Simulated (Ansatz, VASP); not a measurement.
## One calculation of C, two programs

The input INCAR:

```
SYSTEM = C
  ALGO = Normal
  EDIFF = 1E-7
  EDIFFG = -0.005
  ENCUT = 600
  GGA = PE
  IBRION = 2
  ISIF = 3
  ISMEAR = -1
  LASPH = .True.
  LCHARG = .False.
  LREAL = .False.
  LWAVE = .False.
  NELM = 80
  NSW = 60
  PREC = Accurate
  SIGMA = 0.05
```

Contents of KPOINTS:

```
k-points
0
Gamma
  23 23 23
  0 0 0
```

Contents of POSCAR:

```
C
1.0
    0.0000000000      1.4812480342      1.4812480342
    1.4812480342      0.0000000000      1.4812480342
    1.4812480342      1.4812480342      0.0000000000
C
1
Direct
    0.0000000000      0.0000000000      0.0000000000
```

Input for Ansatz:

```yaml
crystal:
  lattice:
    - [0.0, 1.4812480342, 1.4812480342]
    - [1.4812480342, 0.0, 1.4812480342]
    - [1.4812480342, 1.4812480342, 0.0]
  atoms:
    - { symbol: C, position: [0.0, 0.0, 0.0] }
kpoints:
  mp_grid: { grid: [23, 23, 23] }
scf:
  occupations: { method: fermi_dirac, width: 0.05 }
hamiltonian:
  xc: pbe
  pseudopotentials: { kind: paw }
output:
  forces: true
  stress: true
relax:
  f_tol: 0.005
  max_steps: 40
  cell: {}
```

Alike in both runs: task relaxation of cell and atoms; functional PBE; k mesh 23 × 23 × 23; occupations fermi-dirac, width 0.05 eV; no spin polarisation.

```csv
,VASP,Ansatz
version,VASP 6.6.1,Ansatz 0.2.0
potentials or method,"VASP PAW PBE potentials, release 64 (C)","PAW with Ansatz's default frozen-core files, scalar-relativistic"
plane-wave cutoff (eV),600,420
valence electrons in the cell,4,4
```

|  | VASP | Ansatz | Ansatz less VASP |
| --- | --- | --- | --- |
| relaxed volume (Å³/atom) | 7.34 | 7.34 | -0.001 |
| relaxed cell length with the largest relative difference (Å) | 2.182 | 2.182 | -0.0001 |
| energy change over the relaxation (meV/atom) | -51 | -51 | 0.0 |
